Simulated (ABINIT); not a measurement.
## BP in ABINIT: convergence with smearing width

The system is BP.

```
P B
1.0
     0.00000    2.26900    2.26900
     2.26900    0.00000    2.26900
     2.26900    2.26900    0.00000
P B
1 1
Direct
  0.75000 0.75000 0.75000
  0.00000 0.00000 0.00000
```

| Quantity | Value |
| --- | --- |
| Program | ABINIT 10.8.3 (patched build) |
| Task | single point |
| Functional | PBE |
| Potentials or basis | PseudoDojo NC SR PBE v0.4.1 standard |
| Cutoff | 1034 eV |
| k mesh | 10 × 10 × 10 |
| Occupations | fermi-dirac, width 0.272 eV |
| Spin | no spin polarisation |

These are the settings of the first run; the series varies smearing width, with any setting tied to it.

Hardware: 1 thread of Arm Neoverse V1 (shared host).

Task: The values tried are 0.272 eV, 0.2 eV, 0.136 eV, 0.1 eV, 0.05 eV, 0.025 eV, 0.01 eV, loosest first. From which on does the energy stay within 1 meV/atom of the tightest run that finished?

Result: From 0.2 eV on.

```tsv
smearing width	energy less the tightest run, at zero smearing (meV/atom)	SCF cycles	CPU time (s)	peak memory (GiB)
0.272 eV	1.53	9	20	0.07
0.2 eV	0.40	9	19	0.07
0.136 eV	0.05	9	20	0.07
0.1 eV	0.01	9	19	0.07
0.05 eV	0.00	9	19	0.07
0.025 eV	0.00	9	19	0.07
0.01 eV	0.00	9	19	0.07
```

The tightest run that finished is the yardstick and may itself not be fully converged.
